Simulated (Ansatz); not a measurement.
**Gd in Ansatz: the effect of functional**

Gd:

```
Gd
1.0
     3.68385    0.00000    0.00000
    -1.84192    3.19031    0.00000
     0.00000    0.00000    5.85870
Gd
2
Direct
  0.66667 0.33333 0.75000
  0.33333 0.66667 0.25000
```

The cell isn't the ideal one: volume scaled by 1.04.

Alike in all runs:

* Program: Ansatz 0.2.0
* Task: single point
* Potentials or basis: Ansatz PAW
* k mesh: 8 × 8 × 5
* Occupations: fermi-dirac, width 0.05 eV
* Spin: collinear spin, ferromagnetic start
* Starting moments: [7.0, 7.0] μB

```csv
functional,cutoff,pressure (GPa),moment (μB)
LDA,420 eV (not typed: the program's choice for these potentials),-4.7,15.08
r2SCAN,500 eV (not typed: the program's choice for these potentials),?,?
PBE,420 eV (not typed: the program's choice for these potentials),-0.7,15.25
```

Question: What does the run with functional r2SCAN give?

Answer: Pressure -0.7 GPa; moment 15.88 μB.

Caveats: the PAW data sets come from PBE, with cores solved anew for the run's functional, which leaves a small shift of forces and pressure (some runs); the magnetic or orbital state may not be the lowest (some runs).
